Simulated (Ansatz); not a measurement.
Results of rVV10 in Ansatz (PAW) for chalcopyrite CuInS2.

Run with plane-wave cutoff 520 eV, 10×10×10 k mesh, Fermi–Dirac smearing 0.01 eV, no spin polarisation, scalar-relativistic PAW data made under PBE.

Computed at the level's own relaxed cell.

Problem. Estimate the bulk modulus B0, pressure derivative B′ of the bulk modulus, volume per atom and band gap that the calculation returns.

Solution. 
- bulk modulus B0: 65.0 GPa
- pressure derivative B′ of the bulk modulus: 4.8
- volume per atom: 22.09 Å³/atom
- band gap: 0.02 eV (under three smearing widths, so not firm)

Measured, for comparison: band gap 1.55 eV (temperature not stated, no zero-point or thermal correction, direct or pseudo-direct at Γ; as tabulated in Ghosh et al. (2024), arXiv:2401.16805).

Note: the bulk modulus comes from volumes at which shape and atoms were relaxed.

Spin–orbit coupling is not included; it can close the smallest gap of 0.02 eV.

Computed values are for the static lattice.

It cost about 30 core-minutes (a rough figure) of CPU time.

Ansatz is an electronic-structure program.
